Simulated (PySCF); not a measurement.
Compound: oxalic acid, C2H2O4.
SMILES with atom numbers: `[O:1]=[C:2]([OH:3])[C:4](=[O:5])[OH:6]` (hydrogens: H7 on O3; H8 on O6)

Structure used (PBE0-D3(BJ)/def2-SVP), in Å, numbered top down from 1:
```
atom  x, y, z in Å
O1     0.954   -0.476   -1.397
C2     0.709   -0.173   -0.265
O3     1.599   -0.073    0.713
C4    -0.697    0.156    0.255
O5    -0.948    0.418    1.395
O6    -1.580    0.105   -0.733
H7     2.463   -0.289    0.328
H8    -2.444    0.317   -0.347
```

Method used: PySCF, PBE0-D3(BJ)/def2-SVP geometry optimisation, gas phase.

Take the most abundant isotopes and a rigid rotor. The values belong to one conformer with, in the numbering `[O:1]=[C:2]([OH:3])[C:4](=[O:5])[OH:6]`, O1–C2–O3–H 0°, O1–C2–C4–O5 178°, C2–C4–O6–H 180°.

(1) What are A, B and C (cm⁻¹)?

(2) What kind of rotor is it?

(3) Is it planar, by Δ = Ic − Ia − Ib?

(4) Where do the levels up to J = 4 lie, in cm⁻¹?

## Answers

(1) Ia = 82.27, Ib = 139.92, Ic = 222.12 u·Å²; 505379 MHz·u·Å²/I gives 6143, 3612 and 2275 MHz, that is A = 0.20491, B = 0.12048, C = 0.07590 cm⁻¹.

(2) An asymmetric top. Ray's parameter κ = (2B − A − C)/(A − C) = -0.309; −1 is the prolate and +1 the oblate limit.

(3) Not planar: Δ = Ic − Ia − Ib = -0.07 u·Å². For a rigid frame Δ = −2 Σ m c², so Σ m c² = 0.04 u·Å² lies off the ab plane: 0.00 from hydrogen and 0.03 from heavier atoms. The atom farthest from that plane is 0.02 Å away.

(4) Above 0(0,0):
J = 1: 1(0,1) 0.1964, 1(1,1) 0.2808, 1(1,0) 0.3254
J = 2: 2(0,2) 0.5756, 2(1,2) 0.6290, 2(1,1) 0.7627, 2(2,1) 1.0160, 2(2,0) 1.0295
J = 3: 3(0,3) 1.1172, 3(1,3) 1.1437, 3(1,2) 1.4085, 3(2,2) 1.6051, 3(2,1) 1.6663, 3(3,1) 2.1462, 3(3,0) 2.1489
J = 4: 4(0,4) 1.8082, 4(1,4) 1.8192, 4(1,3) 2.2472, 4(2,3) 2.3799, 4(2,2) 2.5350, 4(3,2) 2.9526, 4(3,1) 2.9705, 4(4,1) 3.6820, 4(4,0) 3.6825
The levels of one J sum to (2J + 1)J(J + 1)(A + B + C)/3.

The point group C2h allows no dipole (computed: 0.06 D), so a rigid rotor has no electric-dipole lines.

Estimate the classical rotational partition function at 10 K, 298.15 K and 500 K.

Point group C2h, symmetry number σ = 2; q = (√π/σ)·√((kT/h)³/(ABC)), k/h = 20836.6 MHz/K: 375 at 10 K, 61100 at 298.15 K, 133000 at 500 K.

PBE0-D3(BJ)/def2-SVP frequencies: not computed here. Zero-point vibration and centrifugal distortion are left out.

The run took 22 s wall on an Intel Xeon Platinum 8488C with one thread (shared host), and the process peaked at 0.39 GiB of memory. That covers the optimisation of the geometry.
